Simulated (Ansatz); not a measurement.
# Au (omega type): how the settings move a single-point run

Aim: see which settings change the result for Au (omega type), by how much, and at what cost.

Computed with Ansatz 0.2.0 (reference: DFT, PBE, norm-conserving pseudopotentials, Ansatz's default files, scalar-relativistic, unless a step's input says otherwise).

1 further run of the same task is left out (set aside as unsound or not needed).

## (1) Starting point

Symmetry: P6/mmm, No. 191, hexagonal system. Conventional cell: a = 3.494 Å, b = 3.494 Å, c = 2.081 Å, α = 90.00°, β = 90.00°, γ = 120.00°. Around Au (site symmetry 6/mmm) lie 14 Au at 2.08 to 2.27 Å. Au (site symmetry -6m2) is surrounded by 11 Au at 2.02 to 2.27 Å.

As a file:

```
CELL_PARAMETERS angstrom
3.49429 0.00000 0.00000
-1.74714 3.02614 0.00000
0.00000 0.00000 2.08123
ATOMIC_POSITIONS crystal
Au 0.00000 0.00000 0.00000
Au 0.33333 0.66667 0.50000
Au 0.66667 0.33333 0.50000
```

## (2) The reference run

input.yaml

```yaml
crystal:
  lattice:
    - [3.4942858586, 0.0, 0.0]
    - [-1.7471429294, 3.0261403217, 0.0]
    - [0.0, 0.0, 2.0812272938]
  atoms:
    - { symbol: Au, position: [0.0, 0.0, 0.0] }
    - { symbol: Au, position: [0.3333333333, 0.6666666667, 0.5] }
    - { symbol: Au, position: [0.6666666667, 0.3333333333, 0.5] }
kpoints:
  mp_grid: { grid: [9, 9, 12] }
scf:
  occupations: { method: fermi_dirac, width: 0.08 }
hamiltonian:
  xc: pbe
  pseudopotentials: { kind: nc }
output:
  forces: true
  stress: true
  eigenvalues: true
```

On the command line:

```console
$ ansatz run input.yaml --threads 1 --pin off --max-ram 3072MiB --backend cpu --events-out ev --progress --plain --runs-dir out
```

## (3) Changed: preconditioner kerker

Edit input.yaml of step 2 so:

```diff
@@ -13,2 +13,3 @@
   occupations: { method: fermi_dirac, width: 0.08 }
+  mixing: { preconditioner: kerker }
 hamiltonian:
```

Before running it: what results should come out? Wanted: for each run, ending; energy change; pressure; gap; force.

**Answer**, as computed:

```tsv
run	ending	energy change	pressure (GPa)	gap (eV)	force (eV/Å)	cycles	time
reference	converged	0	1443.2	0.00	0.00	7	10 s
1: preconditioner kerker	converged	0.0 meV/atom	1443.2	0.00	0.00	6	9.3 s
```

Residual by cycle in the longest SCF loop of each run; runs are numbered as in the table. The quantity is the density residual dr2, in eV.

```tsv
cycle	reference	run 1
1	0.233	0.233
2	0.0664	0.0664
3	0.00141	8.4e-4
4	1.6e-5	2.7e-5
5	1.3e-5	1.3e-6
6	1.4e-7	6.4e-8
7	3.4e-9	-
```

What this shows: With the changed mixing the energy agrees within 0.5 meV/atom. Cost: 6 SCF cycles against 7. The structure is not at rest: the sound run finds 1443 GPa, so these are no properties of the relaxed crystal. 
